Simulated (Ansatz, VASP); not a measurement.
# Cross-check of Si54C53 (V_C1) between VASP and Ansatz, part 2 of 2

One calculation is typed for both programs; each brings its own data sets. How far apart do they land? Of the first pair: The structure shown is the start of the Ansatz relaxation below; VASP solves that cell, so the two are compared at the walk's first step.

VASP 6.6.1 and Ansatz 0.2.0.

So far. Step 3 (VASP: single point, r2SCAN, start cell, pair 1): The run ends at a pressure of 24.49 GPa, with forces up to 3.1 eV/Å.

### 5. Ansatz: relaxation, r2SCAN

This run makes the geometry at which the two programs are then compared.

The structure compared here is the end of the Ansatz relaxation.

This is the run of step 2 again, met here at its other cell.

### 6. VASP: single point, r2SCAN, relaxed atoms in a fixed cell, pair 2

The same cell, functional and mesh now go to VASP, with its own data sets.

File INCAR:

```
SYSTEM = Si54C53
PREC = Accurate
ENCUT = 580
EDIFF = 1E-06
NELM = 120
ISMEAR = 0
SIGMA = 0.01
LREAL = Auto
ALGO = Normal
METAGGA = R2SCAN
LASPH = .TRUE.
NBANDS = 288
LORBIT = 11
LWAVE = .FALSE.
LCHARG = .FALSE.
ISIF = 2
ISYM = 0
GGA_COMPAT = .FALSE.
EFERMI = MIDGAP
LMIXTAU = .TRUE.
NCORE = 2
```

File POSCAR:

```
Si54C53
1.0
    8.9589150910     -0.0000000087      0.0000000000
   -4.4794575380      7.7586480635      0.0000000000
    0.0000000000      0.0000000000     14.6546284700
Si C
54 53
Direct
    0.1127325892      0.2234550511      0.8327525803
    0.2174425445      0.1053955009      0.3321286640
    0.2264243542      0.1162175136      0.6648176065
[... 1 atom line left out ...]
    0.9980641235      0.9997835028      0.4994295447
[... 2 atom lines left out ...]
    0.2190025084      0.4413319001      0.3331769661
    0.2252842982      0.4456271300      0.6659766952
[... 1 atom line left out ...]
    0.9977035786      0.3325367813      0.4998622767
[... 5 atom lines left out ...]
    0.9951790233      0.6638769424      0.5005678890
[... 1 atom line left out ...]
    0.4491704798      0.2301974077      0.8287907495
    0.5519184766      0.1058599288      0.3325319239
    0.5567198340      0.1161177084      0.6652816518
[... 1 atom line left out ...]
    0.3275787502      0.9914408714      0.4995148703
[... 1 atom line left out ...]
    0.4465873993      0.5583414443      0.8331649740
    0.5516843410      0.4402449875      0.3327675122
    0.5727625009      0.4737535842      0.6587799164
[... 1 atom line left out ...]
    0.3435800366      0.3208854219      0.4955280401
[... 2 atom lines left out ...]
    0.5535380491      0.7717376083      0.3366772911
    0.5562210032      0.7843158837      0.6677690665
[... 1 atom line left out ...]
    0.3330320554      0.6627580642      0.5003072650
[... 5 atom lines left out ...]
    0.6663395406      0.9997072064      0.4994371450
[... 1 atom line left out ...]
    0.7810318118      0.5588299882      0.8337914333
    0.8858188079      0.4417092697      0.3335996726
    0.8882073586      0.4460793069      0.6662567096
[... 1 atom line left out ...]
    0.6398140926      0.3228214464      0.4968165093
[... 2 atom lines left out ...]
    0.8828233011      0.7718585400      0.3363911196
    0.8956697286      0.7848354331      0.6677770345
[... 1 atom line left out ...]
    0.6644269429      0.6605131381      0.5155790617
[... 3 atom lines left out ...]
    0.1130874910      0.2238725451      0.7079069533
[... 1 atom line left out ...]
    0.2182911625      0.1037402821      0.5405887104
[... 5 atom lines left out ...]
    0.2302706054      0.4398091458      0.5409261752
[... 2 atom lines left out ...]
    0.9970867961      0.6636296553      0.3755035231
[... 5 atom lines left out ...]
    0.3296757850      0.9959681558      0.3744059517
    0.4537000273      0.2395621493      0.7003965291
[... 1 atom line left out ...]
    0.5502409462      0.1050200741      0.5410831308
[... 2 atom lines left out ...]
    0.3281452204      0.3277464628      0.3717075191
    0.4462435398      0.5621075717      0.7087207406
    0.5542647642      0.4434249553      0.2080634222
[... 2 atom lines left out ...]
    0.3302019112      0.6632503649      0.3753513242
[... 2 atom lines left out ...]
    0.5539880272      0.7796113485      0.5432804393
[... 3 atom lines left out ...]
    0.7784504892      0.2240420557      0.7079894976
[... 4 atom lines left out ...]
    0.6620459799      0.3284035995      0.3728174556
    0.7860059889      0.5632478741      0.7098099488
[... 1 atom line left out ...]
    0.8735868860      0.4403556923      0.5411320829
[... 2 atom lines left out ...]
    0.6600358758      0.6557715040      0.3837593167
    0.7796310662      0.8916663548      0.7086638265
[... 1 atom line left out ...]
    0.8927569430      0.7818341181      0.5435205341
    0.7780372755      0.8887736434      0.0425092785
```

File KPOINTS:

```
Points of the shifted mesh
1
Reciprocal
 0.2500000000  0.2500000000  0.2500000000 1
```

Potentials, in the order of the species: Si and C (PBE family, release 64).

Run with:

```sh
> mpirun -np 8 vasp_std
```

The log of the run:

```text
[banner, memory and clock lines left out]
running    8 mpi-ranks, on    1 nodes
[...]
[... a notice as in an earlier step ...]

 LDA part: xc-table for (None), standard interpolation
 POSCAR, INCAR and KPOINTS ok, starting setup
[...]
entering main loop
       N       E                     dE             d eps       ncg     rms          rms(c)
DAV:   1     0.126667816063E+04    0.12667E+04   -0.22000E+05   576   0.154E+03
DAV:   2    -0.103806707638E+04   -0.23047E+04   -0.21823E+04   704   0.266E+02
DAV:   3    -0.119186407768E+04   -0.15380E+03   -0.15223E+03   704   0.643E+01
DAV:   4    -0.119491163138E+04   -0.30476E+01   -0.30368E+01   704   0.994E+00
[...]
DAV:  27    -0.102691316383E+04   -0.47146E-05   -0.59117E-06   624   0.458E-03    0.206E-02
DAV:  28    -0.102691316603E+04   -0.22032E-05   -0.12344E-06   336   0.227E-03    0.151E-02
DAV:  29    -0.102691316638E+04   -0.34447E-06   -0.82082E-07   336   0.165E-03
   1 F= -.10269132E+04 E0= -.10269132E+04  d E =0.000000E+00
```

From OUTCAR (step 6):

```text
  FREE ENERGIE OF THE ION-ELECTRON SYSTEM (eV)
  ---------------------------------------------------
  free  energy   TOTEN  =     -1026.9131663793 eV

  energy  without entropy=    -1026.9131663793  energy(sigma->0) =    -1026.91316638
```

The run ends at a pressure of 22.90 GPa, with forces up to 0.034 eV/Å.

### 7. Side by side

Both answers:

```
              quantity  Ansatz   VASP  difference
gap on the k mesh (eV)   1.490  1.492      -0.002
```

The largest component of a force difference here is 25 meV/Å. A gap on the mesh is an upper bound, since the band edges may lie between its points.

### 8. Summary of results

* r.m.s. force difference (single point, r2SCAN, start cell, pair 1): 0.64 % of the r.m.s. force
* difference in gap on the k mesh (single point, r2SCAN, relaxed atoms in a fixed cell, pair 2): -0.0024 eV

In words: The r.m.s. force difference is 0.64 % of the r.m.s. force (single point, r2SCAN, start cell, pair 1), within the 3 % picked in this series as the mark of a large difference. Such differences can come from data sets, numerical settings and the points named under the comparisons, not from the functional's error against experiment.

[Lines on the potential files, build, host, timing and source positions are cut from VASP's logs without a mark.]

[Logs are printed without paths, hosts, clocks, repeated set-up lines and the standing remarks that a program may print on its own settings, such as how far it seeks lower states.]

[Hosts, paths, dates, database ids (printed as entryN), source tags and the programs' standing remarks are cut or masked in the printed files.]
